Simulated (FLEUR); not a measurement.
Crystal: ZnO (zincite).

```
Zn O
1.0
     3.24931    0.00000    0.00000
    -1.62465    2.81398    0.00000
     0.00000    0.00000    5.20571
Zn O
2 2
Direct
  0.66667 0.33333 0.00000
  0.33333 0.66667 0.50000
  0.33333 0.66667 0.87901
  0.66667 0.33333 0.37901
```

Base run:

- Program: FLEUR MaX-R8.1 (later development tree)
- Functional: r2SCAN
- Potentials or basis: all-electron
- Basis: FLAPW
- Kmax: 5 1/bohr
- k mesh: 9 × 9 × 5
- Occupations: fermi-dirac, width 0.05 eV
- Spin: no spin polarisation

Its results: band gap on the k mesh 1.25 eV, direct.

Problem. The run is repeated on the same cell with these changes: functional from r2SCAN to PBEsol. What comes out?

Solution. Band gap on the k mesh 0.72 eV, direct.

r2SCAN gives the wider gap, since meta-GGAs in the generalised Kohn-Sham scheme recover part of the derivative discontinuity.

Caveats: the meta-GGA is that of a development version, with a GGA for the radial functions and cores and without core tails (some runs).
